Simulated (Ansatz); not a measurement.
**Cs (Fm-3m) under several functionals**

Plane-wave DFT in Ansatz with scalar-relativistic PAW potentials. The same structure was relaxed (cell and atoms, symmetry kept) in separate runs at each level. This fcc form isn't the element's structure at ambient conditions. No spin polarisation.

| level | cutoff (eV) | k mesh | V (Å³/atom) | a (Å) |
| --- | --- | --- | --- | --- |
| PBEsol | 420 | 10×10×10 | 109.738 | 7.600 |
| PBE+D3(BJ) | 420 | 10×10×10 | 111.144 | 7.632 |
| r2SCAN | 500 | 10×10×10 | 123.104 | 7.897 |

Question: Where does PBE (420 eV, k mesh 10×10×10) fall?

Answer: V (Å³/atom) 117.348, a (Å) 7.772. Its volume is between those of PBE+D3(BJ) and r2SCAN. The usual order of volumes, PBEsol < PBE, holds here (109.738, 117.348 Å³/atom). As a rule PBEsol, built on the gradient expansion of slowly varying densities, lies between LDA and PBE; PBE's stronger gradient term for exchange weakens bonds. Adding D3 to PBE changes the volume by -5.3 %; the term is attractive, so it pulls cells in. In metals the pairwise form ignores screening by the conduction electrons and often pulls in too far. r2SCAN lies 4.9 % over PBE in volume.